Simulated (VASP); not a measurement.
Set up this calculation in VASP 6.6.1, as the native input.

| Quantity | Value |
| --- | --- |
| Task | single point |
| Functional | LDA |
| Potentials or basis | VASP PAW LDA potentials, release 64 (Se) |
| Cutoff | 520 eV |
| k mesh | 7 × 7 × 5 |
| Occupations | fermi-dirac, width 0.1 eV |
| Spin | no spin polarisation |
| Dipole correction | no |
| Further INCAR settings | ALGO = Fast; EDIFF = 1e-06; NBANDS = 16 |

The structure of Se lies in POSCAR:

```
Se
1.0
    4.4097852900      0.0000000000      0.0000000000
   -2.2048926500      3.8189859700      0.0000000000
    0.0000000000      0.0000000000      5.0030489700
Se
3
Direct
    0.2254000000      0.0000000000      0.3333300000
    0.0000000000      0.2254000000      0.6666600000
    0.7746000000      0.7746000000      0.0000000000
```

The input as run:

INCAR

```
SYSTEM = Se
PREC = Accurate ; ENCUT = 520
EDIFF = 1E-6 ; ISMEAR = -1
SIGMA = 0.1 ; LREAL = .False.
LASPH = .True. ; NELM = 100
ALGO = Fast ; ISIF = 2
LWAVE = .False. ; LCHARG = .False.
GGA = CA ; NBANDS = 16
```

KPOINTS

```
Automatic mesh
0
Gamma
  7 7 5
  0 0 0
```

Potentials or basis: VASP PAW LDA potentials, release 64 (Se).

Launch:

```bash
$ cat potpaw_LDA.64/Se/POTCAR > POTCAR
$ mpirun -np 1 vasp_std > vasp.out
```

Results of the run:

- Pressure: -2.6 GPa
- Largest force: 0.034 eV/Å
- Band gap on the k mesh: 1.16 eV, indirect (least direct gap 1.48 eV)

Caveat: an odd mesh through Γ misses points on the zone boundary, where band edges often lie.

Wall time 62 s on 1 thread of Intel(R) Xeon(R) Platinum 8375C CPU @ 2.90GHz (Ice Lake), with other jobs on the host, peak memory 0.22 GiB.
